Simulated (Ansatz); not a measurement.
Input of an Ansatz 0.2.0 run:

Contents of input.yaml:

```yaml
crystal:
  lattice:
    - [0.0, 2.1554, 2.1554]
    - [2.1554, 0.0, 2.1554]
    - [2.1554, 2.1554, 0.0]
  atoms:
    - { symbol: Fe, position: [0.0, 0.0, 0.0], spin: 3.0 }
    - { symbol: O, position: [0.5, 0.5, 0.5] }
hamiltonian:
  xc: pbe
  pseudopotentials: { kind: paw }
magnetization:
  spin_polarized: true
kpoints:
  mp_grid: { grid: [19, 19, 19] }
scf:
  occupations: { method: fermi_dirac, width: 0.05 }
output:
  forces: true
  stress: true
  eigenvalues: true
```

Potentials or basis: Ansatz PAW.

Command:

```sh
$ ansatz run input.yaml --threads 2 --pin off --max-ram 5120MiB --backend cpu --events-out ev --progress --plain --runs-dir out
```

Q: Estimate the net moment.

A: 4.00 μB per cell.

Q: Predict the absolute moment.

A: 4.01 μB per cell.

Q: Predict the pressure.

A: -0.2 GPa.

Q: Predict the site moments.

A: Fe +3.45; O +0.32 μB.

Caveat: the pressure holds a Pulay correction of +0.6 GPa for the finite cutoff; a cell with one magnetic atom can't hold antiferromagnetic order, which such compounds often take; semilocal functionals often make such compounds metallic where correlation or magnetic order opens a gap, which also shifts bond lengths.

The gap isn't set beside the measured one, since this odd mesh misses points on the zone boundary.
